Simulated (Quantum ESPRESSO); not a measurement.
The system is InP.

```
In P
1.0
     0.00000    2.93050    2.93050
     2.93050    0.00000    2.93050
     2.93050    2.93050    0.00000
In P
1 1
Cartesian
  0.0000 0.0000 0.0000
  4.3957 4.3957 4.3957
```

Base run:

- Program: Quantum ESPRESSO 7.5
- Functional: WC
- Potentials or basis: GBRV 1.5 PBE
- Cutoff: 762 eV
- Density cutoff: 6095 eV
- k mesh: 6 × 6 × 6, shifted
- Occupations: fermi-dirac, width 0.05 eV
- Spin: no spin polarisation

Its results: pressure 0.6 GPa; electronic dielectric tensor (diagonal) 11.65.

Problem. The run is repeated on the same cell with these changes: functional from WC to BLYP. What comes out?

Solution. Pressure 6.6 GPa; electronic dielectric tensor (diagonal) 11.15.

BLYP binds less tightly than WC, so the same cell stands under more pressure.

Caveats: the potentials were made for another functional, which shifts forces and pressure; the cell is more than 3 GPa from zero pressure, which shifts response properties (some runs).

Not every run made on this cell is shown here.
